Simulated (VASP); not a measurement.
# C: single point with PBE

C:

```
CELL_PARAMETERS angstrom
5.81225 0.00000 0.00000
-2.90612 5.03355 0.00000
0.00000 0.00000 1.28650
ATOMIC_POSITIONS crystal
C 0.00000 0.00000 0.00000
C 0.33333 0.66667 0.50000
C 0.66667 0.33333 0.50000
```

The cell was built by a generator and needn't be a form met in nature.

```yaml
Program: VASP 6.6.1
Task: single point
Functional: PBE
Potentials_or_basis: VASP PAW PBE potentials, release 64 (C)
Cutoff: 520 eV
k_mesh: 3 × 3 × 12
Occupations: gaussian, width 0.1 eV
Spin: no spin polarisation
```

```
Pressure               : -0.2 GPa
Band gap on the k mesh : none (metal or under the smearing width)
```

Stress tensor (GPa, compression positive):
```
-0.07  0.00  0.00
 0.00 -0.07  0.00
 0.00  0.00 -0.39
```

Levels at points of the mesh, in eV from the Fermi level:
```
           k point  band 4  band 5  band 6  band 7  band 8  band 9
(0.00, 0.00, 0.00)   -6.03   -6.03   -6.03   -6.03   -4.42   -4.42
(0.00, 0.00, 0.50)    7.88    8.20    8.54   10.61   10.61   10.82
```

Run time: 19 s on 1 thread of AMD EPYC 7R43 64-Core Processor (Zen 3), on a shared host, peak memory 0.11 GiB.

Caveat: the k mesh is coarse (spacing up to 0.42 Å⁻¹), so the values aren't converged.
